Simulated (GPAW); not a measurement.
# BaF2 (Frankdicksonite) (Fm-3m) in GPAW: a series of runs

Aim: see how the results for BaF2 (Frankdicksonite) move with the level of theory and the settings. Levels: HSE06, PBE0. Tasks: single point.

Program: GPAW 26.7.0. These are calculated values, not measurements. Logs are shortened: lines on timing, memory, paths and dates and some standing lists are left out, and cuts for length are marked. The log counts tension as positive stress, the text compression.

## Step 1: The crystal as given

It takes space group Fm-3m (No. 225, cubic). The conventional cell has a = 6.200 Å, b = 6.200 Å, c = 6.200 Å, α = 90.00°, β = 90.00°, γ = 90.00°. Ba (site symmetry m-3m) is surrounded by 8 F at 2.68 Å. F (site symmetry -43m) has 4 Ba at 2.68 Å as nearest neighbours.

## Step 2: Single point, HSE06

File run.py:

```python
from ase import Atoms
from ase.dft.bandgap import bandgap
from ase.io import write
from ase.parallel import parprint
from gpaw import GPAW, PW

atoms = Atoms(['Ba', 'F', 'F'],
              cell=[[0.0, 3.10005, 3.10005],
                    [3.10005, 0.0, 3.10005],
                    [3.10005, 3.10005, 0.0]],
              scaled_positions=[[0.0, 0.0, 0.0],
                                [0.75, 0.75, 0.75],
                                [0.25, 0.25, 0.25]],
              pbc=True)

calc = GPAW(mode=PW(600),
            xc='HSE06',
            kpts={'size': (3, 3, 3), 'gamma': True},
            occupations={'name': 'fermi-dirac', 'width': 0.05},
            nbands=18,
            convergence={'density': 1e-05, 'energy': 1e-05},
            maxiter=60,
            txt='gpaw.txt')
atoms.calc = calc
energy = atoms.get_potential_energy()
forces = atoms.get_forces()
calc.write('gs.gpw')
write('result.traj', atoms)
parprint(f'Energy: {energy:.6f} eV')
parprint('Forces (eV/A):')
parprint(forces.round(4))
parprint('Fermi level:', round(calc.get_fermi_level(), 4), 'eV')
parprint(f'Gap: {bandgap(calc)[0]:.4f} eV, direct: {bandgap(calc, direct=True)[0]:.4f} eV')
```

Potentials or basis: GPAW PAW data sets (gpaw-data 1.2.1), pw.

Run with:

```sh
$ OMP_NUM_THREADS=1 mpirun -n 4 gpaw python run.py
```

gpaw.txt:

```text
__  _  _
 | _ |_)|_||  |
 |__||  | ||/\| - 26.7.0

Input parameters:
  mode=PW(ecut=600.0),
  convergence={'density': 1e-05, 'energy': 1e-05},
  kpts=MonkhorstPack(size=(3, 3, 3), gamma=True),
  maxiter=60,
  nbands=18,
  occupations=Occupations(name='fermi-dirac', width=0.05),
  xc=XC(name='HSE06')

Diagonalizing LCAO Hamiltonian
Converting LCAO to pw mode

                     F

            F

       Ba

Atoms  # Å, Bohr magnetons
|   | symbol |        x |        y |        z |    initial magnetic moments |
|---|--------|----------|----------|----------|-----------------------------|
| 0 |     Ba | 0.000000 | 0.000000 | 0.000000 | ( 0.0000,  0.0000,  0.0000) |
| 1 |      F | 4.650075 | 4.650075 | 4.650075 | ( 0.0000,  0.0000,  0.0000) |
| 2 |      F | 1.550025 | 1.550025 | 1.550025 | ( 0.0000,  0.0000,  0.0000) |

Unit cell  # Å
| periodic |        x |        y |        z |  lengths |    angles |
|----------|----------|----------|----------|----------|-----------|
|      yes | 0.000000 | 3.100050 | 3.100050 | 4.384133 | 60.000000 |
|      yes | 3.100050 | 0.000000 | 3.100050 | 4.384133 | 60.000000 |
|      yes | 3.100050 | 3.100050 | 0.000000 | 4.384133 | 60.000000 |

Number of symmetries: 48
Symmetry operations  # r_c * U_cc + t_c -> r_c
|    | kind |            matrix            |
|----|------|------------------------------|
|  0 |  σ   |  1, 0, 0,  1, 0,-1,  1,-1, 0 |
|  1 |  C2  |  1, 0, 0,  1,-1, 0,  1, 0,-1 |
|  2 |  E   |  1, 0, 0,  0, 1, 0,  0, 0, 1 |
|  3 |  σ   |  1, 0, 0,  0, 0, 1,  0, 1, 0 |
|  4 |  C4  |  1, 0,-1,  1, 0, 0,  1,-1, 0 |
|  5 |  S6  |  1, 0,-1,  1,-1, 0,  1, 0, 0 |
|  6 |  σ   |  1, 0,-1,  0, 1,-1,  0, 0,-1 |
|  7 |  C3  |  1, 0,-1,  0, 0,-1,  0, 1,-1 |
|  8 |  S6  |  1,-1, 0,  1, 0, 0,  1, 0,-1 |
|  9 |  C4  |  1,-1, 0,  1, 0,-1,  1, 0, 0 |
| 10 |  C3  |  1,-1, 0,  0,-1, 1,  0,-1, 0 |
| 11 |  σ   |  1,-1, 0,  0,-1, 0,  0,-1, 1 |
| 12 |  σ   |  0, 1, 0,  1, 0, 0,  0, 0, 1 |
| 13 |  C4  |  0, 1, 0,  0, 1,-1, -1, 1, 0 |
| 14 |  C3  |  0, 1, 0,  0, 0, 1,  1, 0, 0 |
| 15 |  S6  |  0, 1, 0, -1, 1, 0,  0, 1,-1 |
| 16 |  C2  |  0, 1,-1,  1, 0,-1,  0, 0,-1 |
| 17 |  σ   |  0, 1,-1,  0, 1, 0, -1, 1, 0 |
| 18 |  S4  |  0, 1,-1,  0, 0,-1,  1, 0,-1 |
| 19 |  C4  |  0, 1,-1, -1, 1, 0,  0, 1, 0 |
| 20 |  C3  |  0, 0, 1,  1, 0, 0,  0, 1, 0 |
| 21 |  σ   |  0, 0, 1,  0, 1, 0,  1, 0, 0 |
| 22 |  S6  |  0, 0, 1,  0,-1, 1, -1, 0, 1 |
| 23 |  C4  |  0, 0, 1, -1, 0, 1,  0,-1, 1 |
| 24 |  S4  |  0, 0,-1,  1, 0,-1,  0, 1,-1 |
| 25 |  C3  |  0, 0,-1,  0, 1,-1,  1, 0,-1 |
| 26 |  C2  |  0, 0,-1,  0,-1, 0, -1, 0, 0 |
| 27 |  S6  |  0, 0,-1, -1, 0, 0,  0,-1, 0 |
| 28 |  S4  |  0,-1, 1,  1,-1, 0,  0,-1, 0 |
| 29 |  C4  |  0,-1, 1,  0, 0, 1, -1, 0, 1 |
| 30 |  C2  |  0,-1, 1,  0,-1, 0,  1,-1, 0 |
| 31 |  σ   |  0,-1, 1, -1, 0, 1,  0, 0, 1 |
| 32 |  C3  |  0,-1, 0,  1,-1, 0,  0,-1, 1 |
| 33 |  S6  |  0,-1, 0,  0, 0,-1, -1, 0, 0 |
| 34 |  S4  |  0,-1, 0,  0,-1, 1,  1,-1, 0 |
| 35 |  C2  |  0,-1, 0, -1, 0, 0,  0, 0,-1 |
| 36 |  C2  | -1, 1, 0,  0, 1, 0,  0, 1,-1 |
| 37 |  S6  | -1, 1, 0,  0, 1,-1,  0, 1, 0 |
[... 82 lines left out ...]
      type: gauss
      rc: 0.20  # [Å]
      lmax: 2
    cutoffs:
      filter: 1.14  # [Å]
      core: 0.74  # [Å]
    projectors
    | kind |    occ | energy [eV] | rcut [Å] |
    |------|--------|-------------|----------|
    |   2s |  2.000 |     -29.898 |    0.635 |
    |   2p |  5.000 |     -11.110 |    0.635 |
    |    s |        |      -2.687 |    0.635 |
    |    p |        |      16.102 |    0.635 |
    |    d |        |       0.000 |    0.635 |

    Using partial waves for F as LCAO basis

Reference energy: -226706.004082  # eV

eigensolver:
  PPCG
  Converge bands: occupied
  niter=2

density mixing:
  MSR1-Mixer
  Pratt-step length: 0.05
  Maximum mixing coefficient: 0.75
  Old densities: 10
  SVD Regularization: 0.005
  Good broyden scale: 1.0
  Trust region scale: 1.0
  Backstep threshold: 4.0
  History deletion threshold: 6.0
  Fourier metric: weight=20.0, sigma=0.015

occupation numbers:
  Fermi-Dirac:
    width: 0.0500  # eV

poisson solver:
  ecut: 4800.0  # eV

xc functional:
  name: HYB_GGA_XC_HSE06 with 2 nearest neighbor stencil

convergence criteria:
- Maximum integral of absolute [dens]ity change: 1e-05 electrons / valence electron
- Maximum [total energy] change in last 3 cyles: 1e-05 eV / valence electron
- Maximum integral of absolute [eigenst]ate change: 4e-08 eV^2 / valence electron
maximum number of iterations: 60

IBZ(<points: 4, symmetries: 48>)
Occupied bands: 12
SCF iterations
|iter     | |      energy | eigst |  dens |
|---------|-|-------------|-------|-------|
|iter:   1| |-1479.931555 | -0.23 |       |
|iter:   2| |  -39.050339 | +0.15 | -0.81 |
|iter:   3| |  -39.249564 | -0.77 | -1.08 |
|iter:   4| |  -38.977471 | -1.00 | -1.22 |
|iter:   5| |  -39.073985 | -1.28 | -1.42 |
|iter:   6| |  -39.034924 | -3.41 | -1.48 |
|iter:   7| |  -38.983673 | -1.58 | -1.65 |
|iter:   8| |  -38.993919 | -3.20 | -2.20 |
|iter:   9| |  -38.996318 | -2.92 | -2.57 |
|iter:  10| |  -38.994887 | -4.83 | -2.40 |
|iter:  11| |  -38.993137 | -3.40 | -2.54 |
|iter:  12| |  -38.993488 | -5.61 | -2.96 |
|iter:  13| |  -38.993372 | -5.47 | -3.02 |
|iter:  14| |  -38.993211 | -4.15 | -3.08 |
|iter:  15| |  -38.993244c| -5.17 | -4.21 |
|iter:  16| |  -38.993240c| -6.71 | -3.84 |
|iter:  17| |  -38.993239c| -6.27 | -4.10 |
|iter:  18| |  -38.993239c| -7.05 | -4.82 |
|iter:  19| |  -38.993239c| -9.86c| -5.12c|

Converged in 19 steps
Energy contributions relative to reference atoms: (reference = -226706.004082)

Energy contributions:
  Kinetic:          11.375987
  Coulomb:          -9.646983
  Zero:             -0.031416
  External:          0.000000
  Xc:             1414.649492
  Entropy:          -0.000000
  Spinorbit:         0.000000
  Hybrid_Xc_Cc:     -1367.183675
  Hybrid_Xc_Vc:       -15.928765
  Hybrid_Xc_Vv:       -72.227878
  ----------------------------
  Free energy:     -38.993239
  Extrapolated:    -38.993239

dipole moment: (-37.439070, -37.439070, -37.439070)  # |e|*Ang

Fermi level: 4.025
Eigenvalues  # (at kpt = [0.000, 0.000, 0.000])
| band index |      eig [eV] | occ [0-2] |
|------------|---------------|-----------|
|          0 |       -23.662 |     2.000 |
|        ... |               |           |
|          4 |        -7.391 |     2.000 |
|          5 |        -7.391 |     2.000 |
|          6 |        -1.293 |     2.000 |
|          7 |        -1.293 |     2.000 |
|          8 |        -1.293 |     2.000 |
|          9 |         0.187 |     2.000 |
|         10 |         0.187 |     2.000 |
|         11 |         0.187 |     2.000 |
|         12 |         8.987 |     0.000 |
|         13 |        11.589 |     0.000 |
|         14 |        11.589 |     0.000 |
|         15 |        13.966 |     0.000 |
|         16 |        13.966 |     0.000 |
|         17 |        13.966 |     0.000 |

Gap: 8.780 eV
Transition (v -> c):
  (s=0, k=2, n=11, [0.33, 0.33, 0.00]) -> (s=0, k=0, n=12, [0.00, 0.00, 0.00])
Direct/indirect transitions are different
Direct gap: 8.800 eV
Transition at: (s=0, k=0, n=11, [0.00, 0.00, 0.00])

Forces  # eV/Ang
|        x |        y |        z |
|----------|----------|----------|
|  0.00000 |  0.00000 |  0.00000 |  # Ba   0
| -0.00000 | -0.00000 | -0.00000 |  # F    1
|  0.00000 |  0.00000 |  0.00000 |  # F    2

# Writing to gs.gpw (mode='')
```

stdout:

```text
Energy: -38.993239 eV
Forces (eV/A):
[[ 0.  0.  0.]
 [-0. -0. -0.]
 [ 0.  0.  0.]]
Fermi level: 4.0248 eV
Gap: 8.7796 eV, direct: 8.8004 eV
```

Wall time 5.6 min (4 MPI ranks of Arm Neoverse V1, shared host); peak memory 0.21 GiB.

Results:

* Free energy: -38.9932 eV
* Band gap on the k mesh: 8.78 eV, indirect (least direct gap 8.80 eV)

Caveat: the k mesh is coarse (spacing up to 0.59 Å⁻¹), so the values aren't converged, least of all with exact exchange; exact exchange converges slowly with the k mesh, and this mesh is small; the PAW data sets were made with another functional, which shifts forces and pressure a little; spin-orbit coupling is left out, which moves the levels of the heavy elements; an odd mesh through Γ misses points on the zone boundary, where band edges often lie.

## Step 3: Single point, PBE0

File run.py:

```python
from ase.dft.bandgap import bandgap
from ase.io import read, write
from ase.parallel import parprint
from gpaw import GPAW, PW

atoms = read('POSCAR')

calc = GPAW(mode=PW(600),
            xc='PBE0',
            kpts={'size': (3, 3, 3), 'gamma': True},
            occupations={'name': 'fermi-dirac', 'width': 0.05},
            nbands=18,
            convergence={'density': 1e-05, 'energy': 1e-05},
            maxiter=60,
            txt='gpaw.txt')
atoms.calc = calc
energy = atoms.get_potential_energy()
forces = atoms.get_forces()
calc.write('gs.gpw')
write('result.traj', atoms)
parprint(f'Energy: {energy:.6f} eV')
parprint('Forces (eV/A):')
parprint(forces.round(4))
parprint('Fermi level:', round(calc.get_fermi_level(), 4), 'eV')
parprint(f'Gap: {bandgap(calc)[0]:.4f} eV, direct: {bandgap(calc, direct=True)[0]:.4f} eV')
```

File POSCAR:

```
BaF2
1.0
    0.0000000000      3.1000500000      3.1000500000
    3.1000500000      0.0000000000      3.1000500000
    3.1000500000      3.1000500000      0.0000000000
Ba F
1 2
Direct
    0.0000000000      0.0000000000      0.0000000000
    0.7500000000      0.7500000000      0.7500000000
    0.2500000000      0.2500000000      0.2500000000
```

Potentials or basis: GPAW PAW data sets (gpaw-data 1.2.1), pw.

Run with:

```sh
$ OMP_NUM_THREADS=1 mpirun -n 4 gpaw python run.py
```

gpaw.txt:

```text
__  _  _
 | _ |_)|_||  |
 |__||  | ||/\| - 26.7.0

Input parameters:
  mode=PW(ecut=600.0),
  convergence={'density': 1e-05, 'energy': 1e-05},
  kpts=MonkhorstPack(size=(3, 3, 3), gamma=True),
  maxiter=60,
  nbands=18,
  occupations=Occupations(name='fermi-dirac', width=0.05),
  xc=XC(name='PBE0')

Diagonalizing LCAO Hamiltonian
Converting LCAO to pw mode

                     F

            F

       Ba

Atoms  # Å, Bohr magnetons
|   | symbol |        x |        y |        z |    initial magnetic moments |
|---|--------|----------|----------|----------|-----------------------------|
| 0 |     Ba | 0.000000 | 0.000000 | 0.000000 | ( 0.0000,  0.0000,  0.0000) |
| 1 |      F | 4.650075 | 4.650075 | 4.650075 | ( 0.0000,  0.0000,  0.0000) |
| 2 |      F | 1.550025 | 1.550025 | 1.550025 | ( 0.0000,  0.0000,  0.0000) |

Unit cell  # Å
| periodic |        x |        y |        z |  lengths |    angles |
|----------|----------|----------|----------|----------|-----------|
|      yes | 0.000000 | 3.100050 | 3.100050 | 4.384133 | 60.000000 |
|      yes | 3.100050 | 0.000000 | 3.100050 | 4.384133 | 60.000000 |
|      yes | 3.100050 | 3.100050 | 0.000000 | 4.384133 | 60.000000 |

Number of symmetries: 48
Symmetry operations  # r_c * U_cc + t_c -> r_c
|    | kind |            matrix            |
[... 180 lines left out ...]
|iter:   3| |  -20.787508 | -0.74 | -1.07 |
|iter:   4| |  -20.545442 | -0.95 | -1.22 |
|iter:   5| |  -20.678809 | -1.26 | -1.42 |
|iter:   6| |  -20.638045 | -3.43 | -1.48 |
|iter:   7| |  -20.578691 | -1.57 | -1.65 |
|iter:   8| |  -20.590725 | -3.10 | -2.15 |
|iter:   9| |  -20.594930 | -2.71 | -2.51 |
|iter:  10| |  -20.592089 | -4.41 | -2.30 |
|iter:  11| |  -20.589503 | -3.16 | -2.45 |
|iter:  12| |  -20.589934 | -4.89 | -2.92 |
|iter:  13| |  -20.589994 | -6.26 | -3.08 |
|iter:  14| |  -20.589753 | -4.14 | -3.02 |
|iter:  15| |  -20.589793 | -5.18 | -3.81 |
|iter:  16| |  -20.589793c| -7.88c| -4.14 |
|iter:  17| |  -20.589793c| -6.46 | -4.32 |
|iter:  18| |  -20.589793c| -8.57c| -4.86 |
|iter:  19| |  -20.589793c| -7.43c| -4.89 |
|iter:  20| |  -20.589793c| -9.82c| -5.18c|

Converged in 20 steps
Energy contributions relative to reference atoms: (reference = -226706.004082)

Energy contributions:
  Kinetic:          13.412733
  Coulomb:         -11.507906
  Zero:              0.007536
  External:          0.000000
  Xc:             1442.889625
  Entropy:          -0.000000
  Spinorbit:         0.000000
  Hybrid_Xc_Cc:     -1367.183675
  Hybrid_Xc_Vc:       -15.946485
  Hybrid_Xc_Vv:       -82.261621
  ----------------------------
  Free energy:     -20.589793
  Extrapolated:    -20.589793

dipole moment: (-37.447182, -37.447182, -37.447182)  # |e|*Ang

Fermi level: 4.025
Eigenvalues  # (at kpt = [0.000, 0.000, 0.000])
| band index |      eig [eV] | occ [0-2] |
|------------|---------------|-----------|
|          0 |       -24.142 |     2.000 |
|        ... |               |           |
|          4 |        -7.849 |     2.000 |
|          5 |        -7.849 |     2.000 |
|          6 |        -1.692 |     2.000 |
|          7 |        -1.692 |     2.000 |
|          8 |        -1.692 |     2.000 |
|          9 |        -0.210 |     2.000 |
|         10 |        -0.209 |     2.000 |
|         11 |        -0.209 |     2.000 |
|         12 |         9.367 |     0.000 |
|         13 |        11.997 |     0.000 |
|         14 |        11.997 |     0.000 |
|         15 |        14.373 |     0.000 |
|         16 |        14.373 |     0.000 |
|         17 |        14.373 |     0.000 |

Gap: 9.558 eV
Transition (v -> c):
  (s=0, k=2, n=11, [0.33, 0.33, 0.00]) -> (s=0, k=0, n=12, [0.00, 0.00, 0.00])
Direct/indirect transitions are different
Direct gap: 9.576 eV
Transition at: (s=0, k=0, n=11, [0.00, 0.00, 0.00])

Forces  # eV/Ang
|        x |        y |        z |
|----------|----------|----------|
| -0.00000 |  0.00000 | -0.00000 |  # Ba   0
| -0.00000 | -0.00000 |  0.00000 |  # F    1
|  0.00000 |  0.00000 | -0.00000 |  # F    2

# Writing to gs.gpw (mode='')
```

stdout:

```text
Energy: -20.589793 eV
Forces (eV/A):
[[-0.  0. -0.]
 [-0. -0.  0.]
 [ 0.  0. -0.]]
Fermi level: 4.0248 eV
Gap: 9.5577 eV, direct: 9.5760 eV
```

Run time: 6.7 min. Hardware: 4 MPI ranks of Arm Neoverse V1, shared host; peak memory 0.21 GiB.

Results:

| Quantity | Value |
| --- | --- |
| Free energy | -20.5898 eV |
| Band gap on the k mesh | 9.56 eV, indirect (least direct gap 9.58 eV) |

Caveat: the k mesh is coarse (spacing up to 0.59 Å⁻¹), so the values aren't converged, least of all with exact exchange; exact exchange converges slowly with the k mesh, and this mesh is small; the PAW data sets were made with another functional, which shifts forces and pressure a little; spin-orbit coupling is left out, which moves the levels of the heavy elements; an odd mesh through Γ misses points on the zone boundary, where band edges often lie.
